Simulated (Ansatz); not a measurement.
## Response of Ru to small distortions

```yaml
crystal:
  lattice:
    - [2.70580, 0.00000, 0.00000]
    - [-1.35290, 2.34329, 0.00000]
    - [0.00000, 0.00000, 4.28190]
  atoms:
    - { symbol: Ru, position: [0.33333, 0.66667, 0.25000] }
    - { symbol: Ru, position: [0.66667, 0.33333, 0.75000] }
```

Atom numbers follow the list: Ru1, Ru2.

The cell is COD entry 9017842, as deposited and not checked against the literature; nothing was relaxed.

All numbers below come from DFT, PBE, all-electron PAW with datasets made for the crystal, scalar-relativistic (Ansatz 0.2.0).

Sampling and basis: a Γ-centred 14×14×8 k mesh, Fermi–Dirac smearing of 0.03 eV, cutoff 320 eV (chosen by the program for this cell), no spin polarisation.

The unchanged cell is at 4.49 GPa.

In a metal, stresses and small energies carry noise from the k mesh.

x, y and z are the Cartesian axes of the cell as listed; fractional coordinates follow a strain, and an engineering shear is twice the off-diagonal strain component.

Question: With this change (z strained by -1 % at fixed volume), what becomes of the energy and stress?

Answer: Energy change +2 meV/atom; stress change (xx, yy, zz, yz, xz, xy) -2.15, -2.15, 5.09, 0.00, 0.00, 0.00 GPa, compression positive.

With xy engineering shear strain of -1.5 %: energy change +2 meV/atom; stress change (xx, yy, zz, yz, xz, xy) 0.10, 0.07, 0.05, 0.00, 0.00, 3.00 GPa, compression positive; change of the force on Ru1 (0.068, -0.003, 0.000) eV/Å.

Question: With this change (atom 2 (Ru) moved by (0.0000, 0.0000, 0.2000) Å), what becomes of the energy and stress and forces?

Answer: Energy change +135 meV/atom; stress change (xx, yy, zz, yz, xz, xy) 3.63, 3.63, 15.11, 0.00, 0.00, 0.00 GPa, compression positive; change of the force on Ru2 (0.000, 0.000, -2.828) eV/Å.

Question: What force constant does this one finite step give for Ru2 along its displacement (all its periodic images move with it)?

Answer: k = −ΔF·u/|u|² = 14.14 eV/Å², so the force pulls the atom back.
